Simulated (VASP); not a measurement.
Here is a VASP 6.6.1 calculation.

The input INCAR:

```
PREC = Accurate
ENCUT = 600
EDIFF = 1E-7
ISMEAR = 1
SIGMA = 0.1
LREAL = False
LASPH = True
NELM = 80
ALGO = Normal
ISIF = 3
LWAVE = False
LCHARG = False
GGA = PS
IBRION = 2
NSW = 90
EDIFFG = -0.005
KPAR = 4
```

File KPOINTS:

```
regular mesh
0
Gamma
  10 10 10
```

POSCAR

```
ZnCu2SnSe4                              
1.0
   -2.8352007452      2.8352007402      5.6558854806
    2.8352007452     -2.8352007402      5.6558854806
    2.8352007402      2.8352007452     -5.6558854806
  Zn              Cu              Sn              Se            
     1     2     1     4
Direct
     0.7500000000000000    0.2500000000000000    0.5000000000000000
     0.2500000000000000    0.7500000000000000    0.5000000000000000
     0.0000000000000000    0.0000000000000000    0.0000000000000000
     0.5000000000000000    0.5000000000000000    0.0000000000000000
     0.6298219483149401    0.6396302294493919    0.5308166955967254
     0.1088135338526666    0.0990052527182146    0.4691833044032746
     0.9009947472817854    0.3701780516850601    0.0098082811344520
     0.3603697705506080    0.8911864661473333    0.9901917188655480
```

Potentials or basis: VASP PAW PBE potentials, release 64 (Zn, Cu, Sn_d, Se).

Run with:

```bash
$ cat potpaw_PBE.64/Zn/POTCAR potpaw_PBE.64/Cu/POTCAR potpaw_PBE.64/Sn_d/POTCAR potpaw_PBE.64/Se/POTCAR > POTCAR
$ mpirun -np 4 vasp_std > vasp.out
```

Q: What does it give for the relaxed volume?

A: 22.72 Å³/atom.

Q: Estimate the band gap on the k mesh.

A: 0.02 eV, direct.

Q: Estimate the space group after relaxing (to 0.05 Å).

A: I-4 (No. 82).

Forces in eV/Å, atoms in the order of the input:
```
Zn   0.000  0.000  0.000
Cu   0.000  0.000  0.000
Cu   0.000  0.000  0.000
Sn   0.000  0.000  0.000
Se   0.000  0.000 -0.003
Se   0.000  0.000 -0.003
Se   0.000  0.000  0.003
Se   0.000  0.000  0.003
```

Caveat: the PAW data sets were made with another functional, which shifts forces and pressure a little; spin-orbit coupling is left out, which moves the levels of the heavy elements. A k mesh can miss the band edges.
